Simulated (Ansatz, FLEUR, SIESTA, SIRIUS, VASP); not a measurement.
# One calculation of GaP, 5 ways

```
Ga P
1.0
     0.00000    2.72525    2.72525
     2.72525    0.00000    2.72525
     2.72525    2.72525    0.00000
Ga P
1 1
Direct
  0.00000 0.00000 0.00000
  0.75000 0.75000 0.75000
```

Alike in all runs: task equation of state; functional PBEsol; k mesh 8 × 8 × 8; occupations fermi-dirac, width 0.05 eV; no spin polarisation; no spin-orbit coupling.

| program and potentials | plane-wave cutoff (eV) | notes | equilibrium volume (Å³/atom) | bulk modulus (GPa) |
| --- | --- | --- | --- | --- |
| Ansatz, all-electron LAPW, scalar-relativistic | - | - | 20.10 | 84.9 |
| VASP, PBE PAW files Ga_d, P, 520 eV | 520 | potentials made for PBE | 20.10 | 84.7 |
| SIESTA, files PseudoDojo sr-pbesol-0.4.1-standard, DZP (energy shift 0.003 Ry; two zetas on semicore shells) | - | atomic basis | 20.27 | 84.9 |
| FLEUR, all-electron, FLAPW | - | - | ? | ? |
| SIRIUS, all-electron FP-LAPW, apw+lo standard | - | - | 20.10 | 85.2 |

Problem. Estimate from the other rows what the run with FLEUR, all-electron, FLAPW gave.

Solution. Equilibrium volume 20.10 Å³/atom; bulk modulus 85.0 GPa. The other rows, which needn't bracket it: equilibrium volume 20.10 to 20.27; bulk modulus 84.7 to 85.2.
